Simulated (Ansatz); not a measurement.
Take a crystal in which W has been replaced by Mo on all its sites, with the cell rescaled by a rough guess (in some cases also distorted within its space group) and nothing relaxed:

```
CELL_PARAMETERS angstrom
-1.65253 1.65253 3.99580
1.65253 -1.65253 3.99580
1.65253 1.65253 -3.99580
ATOMIC_POSITIONS crystal
Si 0.32367 0.32367 0.00000
Si 0.67633 0.67633 0.00000
Mo 0.00000 0.00000 0.00000
```

Theory: DFT PBE, scalar-relativistic, plane waves, PAW (Ansatz).

Settings: cutoff 420 eV, Γ-centred mesh 18×18×18 on the computed 3-atom cell, Gaussian smearing of 0.10 eV; no spin polarisation.

(1) What pressure does the cell carry?

(2) Is it a metal on this mesh?

(3) What is its energy against the elements in their standard states?

Results:

(1) The pressure is -12.1 GPa (positive in compression), so the cell would contract.

(2) Yes, a band crosses the Fermi level.

(3) -0.406 eV/atom at this unrelaxed geometry, with the elements in the same functional.